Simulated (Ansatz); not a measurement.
Crystal: ZnS (Wurtzite-2H).

```
Zn S
1.0
     3.81100    0.00000    0.00000
    -1.90550    3.30042    0.00000
     0.00000    0.00000    6.23400
Zn S
2 2
Direct
  0.66667 0.33333 0.50000
  0.33333 0.66667 0.00000
  0.66667 0.33333 0.88500
  0.33333 0.66667 0.38500
```

| Property | Result |
| --- | --- |
| Program | Ansatz 0.2.0 |
| Task | relaxation of cell and atoms |
| Functional | PBE |
| Dispersion | D3(BJ) |
| Potentials or basis | Ansatz PAW |
| Cutoff | 420 eV (not typed: the program's choice for these potentials) |
| k mesh | 8 × 8 × 5 |
| Occupations | fermi-dirac, width 0.05 eV |
| Spin | no spin polarisation |

At the start: volume 19.60 Å³/atom.

Question: How do energy, volume and symmetry change on relaxing?

Answer: It ends after 5 steps and the volume is 19.43 Å³/atom (-0.9 %); space group P6_3mc (No. 186, to 0.05 Å).

The path:
```tsv
step	energy change (eV)	largest force (eV/Å)	volume (Å³)
1	0.0000	0.3227	78.41
2	-0.0127	0.2332	78.06
3	-0.0224	0.0785	77.96
4	-0.0236	0.0001	77.73
5	-0.0233	0.0000	77.73
```

Final structure:
```cif
data_structure
_symmetry_space_group_name_H-M 'P 1'
_symmetry_Int_Tables_number 1
_cell_length_a 3.7940
_cell_length_b 3.7940
_cell_length_c 6.2354
_cell_angle_alpha 90.000
_cell_angle_beta 90.000
_cell_angle_gamma 120.000
_cell_volume 77.73
loop_
_atom_site_label
_atom_site_type_symbol
_atom_site_fract_x
_atom_site_fract_y
_atom_site_fract_z
_atom_site_occupancy
Zn1 Zn 0.66667 0.33333 0.50561 1
Zn2 Zn 0.33333 0.66667 0.00561 1
S1 S 0.66667 0.33333 0.87939 1
S2 S 0.33333 0.66667 0.37939 1
```

Caveat: the plane-wave basis is chosen anew once the cell has moved, so the energies of steps on either side of that aren't comparable.
